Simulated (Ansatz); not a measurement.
Given:

LaAlO3 (cubic perovskite, Pm-3m), a = b = c = 3.7715 Å, α = β = γ = 90.00°.

This is the PBEsol-relaxed structure.

Problem. All from plane-wave PAW PBEsol (Ansatz code), unless another level is named. Give the bulk modulus (Birch–Murnaghan fit).

Solution. 207 GPa.

Problem. Next, the highest zone-centre frequency (without LO–TO term)?

Solution. 674 cm⁻¹.

Problem. Give the elastic constants (relaxed ions, GPa).

Solution. C11 = 360, C12 = 131, C44 = 159.

This is a known high-temperature phase of the composition, computed here at zero pressure and temperature. The cell was relaxed with PBEsol under the symmetry of its start. At this level the phase is dynamically unstable (imaginary phonons). Scalar-relativistic: spin–orbit coupling is off unless named, which matters more the heavier the elements.

Potentials: the earlier of the program's two PAW sets. The files were generated under PBE; for other functionals the program regenerates the frozen cores, and for LDA and PBEsol the local potential too.
